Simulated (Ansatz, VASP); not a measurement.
One calculation of MoS2, two programs

INCAR

```
PREC = Accurate ; ENCUT = 520
EDIFF = 1E-7 ; ISMEAR = -1
SIGMA = 0.05 ; LREAL = False
LASPH = True ; NELM = 80
ALGO = Normal ; ISIF = 2
LWAVE = False ; LCHARG = False
GGA = PE ; NBANDS = 20
```

Contents of KPOINTS:

```
regular mesh
0
Gamma
  10 10 10
```

Contents of POSCAR:

```
MoS2
1.0
    1.5477460518      0.8935915996      6.0244545686
   -1.5477460518      0.8935915996      6.0244545686
    0.0000000000     -1.7871831992      6.0244545686
Mo S
1 2
Direct
    0.0000000000      0.0000000000      0.0000000000
    0.4170000000      0.4170000000      0.4170000000
    0.2500000000      0.2500000000      0.2500000000
```

File input.yaml:

```yaml
crystal:
  lattice:
    - [1.5477460518, 0.8935915996, 6.0244545686]
    - [-1.5477460518, 0.8935915996, 6.0244545686]
    - [0.0, -1.7871831992, 6.0244545686]
  atoms:
    - { symbol: Mo, position: [0.0, 0.0, 0.0] }
    - { symbol: S, position: [0.417, 0.417, 0.417] }
    - { symbol: S, position: [0.25, 0.25, 0.25] }
hamiltonian:
  xc: pbe
  pseudopotentials: { kind: paw }
kpoints:
  mp_grid: { grid: [10, 10, 10] }
scf:
  occupations: { method: fermi_dirac, width: 0.05 }
output:
  forces: true
  stress: true
  eigenvalues: true
```

Change from the starting cell: volume scaled by 0.94.

Alike in both runs: task single point; functional PBE; k mesh 10 × 10 × 10; occupations fermi-dirac, width 0.05 eV; no spin polarisation.

|  | VASP | Ansatz |
| --- | --- | --- |
| version | VASP 6.6.1 | Ansatz 0.2.0 |
| potentials or method | VASP PAW PBE potentials, release 64 (Mo_sv, S) | Ansatz PAW |
| plane-wave cutoff (eV) | 520 | 420 |
| valence electrons in the cell | 26 | 26 |

```csv
,VASP,Ansatz,Ansatz less VASP
gap on the k mesh at the Fermi level (eV),0.91,0.89,-0.019
least direct gap on the mesh (eV),2.13,2.13,-0.005
pressure (GPa),16.7,16.9,+0.20
largest component of the traceless stress (GPa),2.35,2.41,+0.060
rms of the force components (eV/Å),0.762,0.772,+0.0103
```

Atom by atom the forces differ by 0.010 eV/Å (rms over components). With one functional, cell and mesh, what is left measures potentials, basis and numerics.

Caveats: forces of over 1 eV/Å show positions far from the minimum, so gaps and moduli don't describe the material at rest. A k mesh can miss the band edges.
